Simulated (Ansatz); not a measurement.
Stackings of close-packed layers of Os (one atom a layer), each relaxed to a stress under 0.05 GPa; h and k mark layers whose two neighbours have the same or different letters; energies count from the stacking AB (P6_3/mmc).

Theory: Ansatz, DFT PBE, scalar-relativistic, plane waves, PAW.

Plane waves to 420 eV, a k mesh through Γ of 18×18×3 on the computed 8-atom cell and Gaussian smearing (0.10 eV); no spin polarisation.

Start (ABCBABAC (kkhkhhkh)):

```
Os
1.0
     2.75278    0.00000    0.00000
    -1.37639    2.38398    0.00000
     0.00000    0.00000   17.40365
Os
8
Direct
  0.00000 0.00000 0.00000
  0.33333 0.66667 0.12500
  0.66667 0.33333 0.25000
  0.33333 0.66667 0.37500
  0.00000 0.00000 0.50000
  0.33333 0.66667 0.62500
  0.00000 0.00000 0.75000
  0.66667 0.33333 0.87500
```

Problem. What does the relaxation give?

Solution. The free energy falls by 14 meV/atom.

- excess energy (meV/atom): 75.7
- spacing of like layers (Å): 2.198
- a (Å): 2.744
- gap on the mesh (eV): 0

Relaxed structure:
```yaml
crystal:
  lattice:
    - [2.74395, 0.00000, 0.00000]
    - [-1.37198, 2.37633, 0.00000]
    - [0.00000, 0.00000, 17.58465]
  atoms:
    - { symbol: Os, position: [0.00000, 0.00000, 0.99679] }
    - { symbol: Os, position: [0.33333, 0.66667, 0.12821] }
    - { symbol: Os, position: [0.66667, 0.33333, 0.25026] }
    - { symbol: Os, position: [0.33333, 0.66667, 0.37501] }
    - { symbol: Os, position: [0.00000, 0.00000, 0.50204] }
    - { symbol: Os, position: [0.33333, 0.66667, 0.62296] }
    - { symbol: Os, position: [0.00000, 0.00000, 0.74999] }
    - { symbol: Os, position: [0.66667, 0.33333, 0.87474] }
```

Spin-orbit coupling is left out, which matters for the bands of heavy elements.

Small energy differences in metals hang on the k mesh (about 10 mJ/m² or 1 to 2 meV/atom on the mesh of the relaxation).

Time: 120 s on 1 thread of AMD EPYC 9R45 96-Core Processor (Zen 5), on a shared host, peak memory 0.89 GiB.